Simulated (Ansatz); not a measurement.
All numbers below come from Ansatz 0.2.0, DFT PBE, scalar-relativistic, plane waves, PAW. All cells share a 420 eV cutoff and Γ-centred k meshes spaced at most about 0.3 Å⁻¹ (about 0.25 or finer for metals, 2π included). No spin polarisation.

All energies are static (0 K, no zero-point motion).

Question: Which of these relaxed structures of MgGe₂N₃ is the lowest in energy?
A.

```
CELL_PARAMETERS angstrom
3.06302 0.00000 0.00000
-1.53151 2.65265 0.00000
0.00000 0.00000 7.58165
ATOMIC_POSITIONS crystal
Mg 0.00000 0.00000 0.00000
Ge 0.33333 0.66667 0.32771
Ge 0.66667 0.33333 0.67229
N 0.66667 0.33333 0.18217
N 0.33333 0.66667 0.81783
N 0.00000 0.00000 0.50000
```

B.

```
CELL_PARAMETERS angstrom
3.35771 0.00000 0.00000
-1.67885 2.90786 0.00000
0.00000 0.00000 7.87665
ATOMIC_POSITIONS crystal
Mg 0.00000 0.00000 0.98908
Ge 0.66667 0.33333 0.67530
Ge 0.33333 0.66667 0.33191
N 0.33333 0.66667 0.58372
N 0.00000 0.00000 0.26815
N 0.66667 0.33333 0.90184
```

C.

```
CELL_PARAMETERS angstrom
4.84060 -2.82866 0.00000
4.84060 2.82866 0.00000
0.00000 0.00000 5.57395
ATOMIC_POSITIONS crystal
Mg 0.66646 0.33354 0.99502
Mg 0.33354 0.66646 0.49502
Ge 0.99963 0.33228 0.50053
Ge 0.00037 0.66772 0.00053
Ge 0.66772 0.00037 0.50053
Ge 0.33228 0.99963 0.00053
N 0.68698 0.31302 0.61303
N 0.02353 0.33226 0.13295
N 0.97647 0.66773 0.63295
N 0.31302 0.68698 0.11303
N 0.66773 0.97647 0.13295
N 0.33226 0.02353 0.63295
```

Answer: C. The next of these, B, lies 77 meV/atom higher. Forms: C Cmc2_1; B P3m1; A P-3m1. Counting N atoms around Ge and Mg (those within 1.25 times the shortest such distance or 1.15 times the sum of covalent radii, 1.27 where that leaves under three; a plus sign parts nearer from farther groups; a slash parts the counts of unlike sites): C has Mg 4, Ge 4; B has Mg 4, Ge 1+3/4; A has Mg 6, Ge 6. All come from invented guesses.

In P3m1, P-3m1 an odd number of electrons in the primitive cell allows no gap without spin; a larger cell or a magnetic state could open one. Cells relaxed within their symmetry can be saddle points. Some candidate types were left out of the draw beforehand, so a known form may be missing.
